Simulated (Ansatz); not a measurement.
# Pt (Fm-3m) in Ansatz: a series of runs

The runs below take Pt through single point, relaxation of cell and atoms, with PBE.

Program: Ansatz 0.2.0. These are calculated values, not measurements. Logs are shortened: lines on timing, memory, paths and dates and some standing lists are left out, and cuts for length are marked.

### 1 Starting point

The structure is cubic, space group Fm-3m (No. 225). The conventional cell has a = 3.922 Å, b = 3.922 Å, c = 3.922 Å, α = 90.00°, β = 90.00°, γ = 90.00°. Pt (site symmetry m-3m) has 12 Pt at 2.77 Å as nearest neighbours.

### 2 Single point, PBE

input.yaml

```yaml
crystal:
  lattice:
    - [0.0, 1.9609, 1.9609]
    - [1.9609, 0.0, 1.9609]
    - [1.9609, 1.9609, 0.0]
  atoms:
    - { symbol: Pt, position: [0.0, 0.0, 0.0] }
hamiltonian:
  xc: pbe
  pseudopotentials: { kind: paw }
kpoints:
  mp_grid: { grid: [12, 12, 12] }
scf:
  occupations: { method: gaussian, width: 0.011 }
output:
  forces: true
  stress: true
  eigenvalues: true
```

Potentials or basis: Ansatz PAW.

The run is started by

```
ansatz run input.yaml --threads 2 --pin off --max-ram 5632MiB --backend cpu --events-out ev --progress --plain --runs-dir out
```

What it wrote:

```text
Warning: RAYON_NUM_THREADS=2 ignored (pool sized by the plan → 2); use --threads N
Engine: ansatz 0.2.0, x86_64-unknown-linux-gnu
Pseudopotentials: kind: paw
Pseudopotential: Pt, paw, valence charge 18, recommended cutoff 420 eV (normal), Pt.paw.azcp
Functional definition: PBE
  parameter kappa = 0.804
  parameter beta = 0.06672455060314922
  exchange = pbe_x(kappa = kappa, mu = beta*pi^2/3)
  correlation = pbe_c(beta = beta)
Crystal: 1 atoms, lattice volume = 15.080 Å³
Basis set: ecut = 420 eV, 283 PW (Γ), exchange–correlation on 40×40×40 points (8 copies of the dense FFT grid, shifted against one another)
Bands: 13, of which v1, the nominal top of the filled ones, is band 9 counted from 1 (8 counted from 0)
Symmetry: 48 space group operations
Space group: Fm-3m (ITA 225), of the structure as read, at distance tolerance 2.5e-5 Å
k-points: 72 of 1728
Non-local potential: Pt, projectors of the file, l = 0: 3, l = 1: 2, l = 2: 2, l = 3: 1
PAW form: soft (Blöchl's): semilocal exchange-correlation on the pseudo side does not see the compensation charge
PAW one-centre angular grid: Pt, 590 points (default); XC on 64 Gauss nodes
Initial density: superposition of atomic densities (neutral atoms: chi_scale 0, normalization atom), corrected by the library's trained network
Initial wavefunctions: pseudopotential atomic-orbital guess
Functional: x = pbe(κ = 0.804, μ = 0.2195149727645171), c = pbe(β = 0.06672455060314922)
SCF iter   1: F=—  HF=-12522.996793 eV  |F-HF|=—  |Δ(HF+E_count)|=         —  Δρ=2.87e-3  dr2=2.25e-4  ethr=1.77e-3  ⟨swp⟩=5.5  Hψ=4980  notcnv=0
preconditioner: auto → none  [metal: Δε(μ)=0.007 eV  Ē_g=14.216 eV  σ=0.011 eV  W_gap=0.34  n_scr=8 (ndim 8)  ℏωp=30.2 eV  f_vac=0.000  D(μ)=7.71/eV (n_scr^D=258)  sad-step TF]
SCF iter   2: F=—  HF=-12522.997575 eV  |F-HF|=—  |Δ(HF+E_count)|=   7.82e-4  Δρ=1.59e-3  dr2=6.05e-5  ethr=1.25e-6  ⟨swp⟩=2.6  Hψ=2377  notcnv=0  defer=6
SCF iter   3: F=—  HF=-12522.997764 eV  |F-HF|=—  |Δ(HF+E_count)|=   1.89e-4  Δρ=2.07e-4  dr2=4.51e-6  ethr=3.36e-7  ⟨swp⟩=2.0  Hψ=1557  notcnv=0  defer=6
SCF iter   4: F=—  HF=-12522.997764 eV  |F-HF|=—  |Δ(HF+E_count)|=   2.75e-7  Δρ=6.27e-5  dr2=1.43e-7  ethr=2.51e-8  ⟨swp⟩=2.1  Hψ=1268  notcnv=0  defer=6
iter 5 did not close the SCF: its close was put off for the readings that it lacked (scf_convergence_deferred on its scf_iter line)
SCF iter   5: F=-12522.997764 eV  HF=-12522.997764 eV  |F-HF|=1.28e-8  |Δ(HF+E_count)|=   6.64e-8  Δρ=1.27e-5  dr2=1.79e-8  ethr=7.93e-10  ⟨swp⟩=2.9  Hψ=1693  notcnv=0  defer=6
SCF iter   6: F=-12522.997764 eV  HF=-12522.997764 eV  |F-HF|=8.19e-11  |Δ(HF+E_count)|=   4.17e-9  Δρ=2.26e-6  dr2=2.78e-10  ethr=9.93e-11  ⟨swp⟩=2.2  Hψ=2992  notcnv=0
SCF 1 converged in 6 iterations: F = -12522.997764 eV  dr2 = 2.78e-10
SCF converged after 6 iterations
Free energy (F): -12522.997764 eV
Harris-Foulkes:  -12522.997764 eV  (|F-HF|=8.19e-11)
Internal energy: -12522.997302 eV  (E = F + TS)
E sigma→0 (E₀):  -12522.997533 eV
Entropy (-TS):   -0.000461 eV (-0.461 meV/atom)
Fermi energy:    23.436920 eV
--- Per-component energies (eV) ---
  E_band       = -128.083811
  E_kinetic    = 638.492409
  E_local      = -1461.428367  (includes V_loc(G=0)·N_el)
  E_nonlocal   = 199.847124
  E_hartree    = 543.433544
  E_xc         = -262.167435
  E_vxc        = -303.372229  (∫ρ·V_xc dr)
  E_paw        = -9454.033436  (= ΣΔE_a)
  E_vpaw       = -288.490439  (= ΣTr[D̂ρ^β])
  E_aug_tail   = 0.000205  (compensation charges beyond the density's cutoff)
  E_ewald      = -2727.141345
  E_smearing   = -0.000461  (= −TS)
  E_closure    = 0.000000  (closes the sum)
  Σ components = -12522.997764   (vs F -12522.997764, Δ=0.00e0)
--- Forces (eV/Å), atoms counted from 1 ---
  atom   1  Pt    -0.00000000     0.00000000     0.00000000
  max |Σ_I F_I| component: 5.34e-32 eV/Å
--- Stress (GPa, compression-positive) ---
       10.200275       0.000000       0.000000
        0.000000      10.200275       0.000000
       -0.000000       0.000000      10.200275
  P = ⅓ Tr σ = 10.2003 GPa (102.003 kbar)
--- Band table (eV; the first three rows and the last of 72) ---
  k-point 0: bands = ["-75.0819", "-29.0787", "-29.0787", "-29.0787", "13.1744", "19.6143", "19.6143", "19.6143", "21.7762", "21.7762", "38.0247", "42.9647", "42.9647"]
  k-point 1: bands = ["-75.0796", "-29.1113", "-29.0834", "-29.0834", "13.4532", "19.4936", "19.7226", "19.7226", "21.7182", "21.7182", "38.4473", "41.6430", "43.3864"]
  k-point 2: bands = ["-75.0735", "-29.1997", "-29.0962", "-29.0962", "14.2255", "19.2526", "19.9429", "19.9429", "21.6719", "21.6719", "39.2869", "39.4397", "44.5597"]
  k-point 71: bands = ["-75.0374", "-29.3943", "-29.3943", "-29.2614", "17.7304", "18.8465", "18.8465", "21.4020", "23.9190", "30.5433", "31.6951", "31.6951", "35.4545"]
```

Wall time 0.97 s (2 threads of Intel Xeon Platinum 8175M at 2.50GHz (Skylake/Cascade Lake), shared host); peak memory 0.33 GiB.

Results:

- Free energy: -12522.9978 eV
- Pressure: 10.2 GPa
- Band gap on the k mesh: none (metal or under the smearing width)

The run has no spin-orbit coupling, so splittings on Pt are missing.

### 3 Relaxation of cell and atoms, PBE

Changes to input.yaml since step 2:

```diff
@@ -13,3 +13,3 @@
 scf:
-  occupations: { method: gaussian, width: 0.011 }
+  occupations: { method: fermi_dirac, width: 0.05 }
 output:
@@ -17,2 +17,9 @@
   stress: true
-  eigenvalues: true
+  write_density: true
+  write_potential: true
+  elf: true
+  volumetric_format: npy
+relax:
+  f_tol: 0.01
+  max_steps: 40
+  cell: { stress_tol: 0.05 }
```

Potentials or basis: Ansatz PAW.

The run is started by

```
ansatz run input.yaml --threads 2 --pin off --max-ram 5632MiB --backend cpu --events-out ev --progress --plain --runs-dir out
```

It took 4.4 s on 2 threads of Intel Xeon Platinum 8175M at 2.50GHz (Skylake/Cascade Lake), shared host; peak memory 0.35 GiB.

Results (log left out):

```yaml
Free_energy: -12523.0255 eV
Relaxed_volume: 15.66 Å³/atom
Relaxed_cell: a = 2.808 Å, b = 2.808 Å, c = 2.808 Å, α = 60.00°, β = 60.00°, γ = 60.00°
Space_group_after_relaxing_to_0.05_Å: Fm-3m (No. 225)
Energy_gained_by_relaxing: 17.7 meV/atom
Ionic_steps: 5
Pressure_after_relaxing: 0.0 GPa
Band_gap_on_the_k_mesh: none (metal or under the smearing width)
```

Step by step:
```
step  energy change (eV)  largest force (eV/Å)  volume (Å³)
   1              0.0000                0.0000        15.08
   2             -0.0171                0.0000        15.74
   3             -0.0174                0.0000        15.66
   4             -0.0174                0.0000        15.66
   5             -0.0177                0.0000        15.66
```

Final structure:
```xyz
1
Lattice="0.0000 1.9855 1.9855 1.9855 0.0000 1.9855 1.9855 1.9855 0.0000" Properties=species:S:1:pos:R:3 pbc="T T T"
Pt    0.0000    0.0000    0.0000
```

Levels at points of the mesh, in eV from the Fermi level:
```csv
k point,band 7,band 8,band 9,band 10,band 11,band 12
"(0.00, 0.00, 0.00)",-3.59,-3.59,-1.56,-1.56,14.69,19.42
"(0.00, 0.00, -0.50)",-3.65,-0.36,0.02,0.02,5.55,14.25
"(0.00, -0.50, -0.50)",-0.01,0.45,0.45,1.82,8.47,11.25
```

Caveat: the plane-wave basis is chosen anew once the cell has moved, so the energies of steps on either side of that aren't comparable.
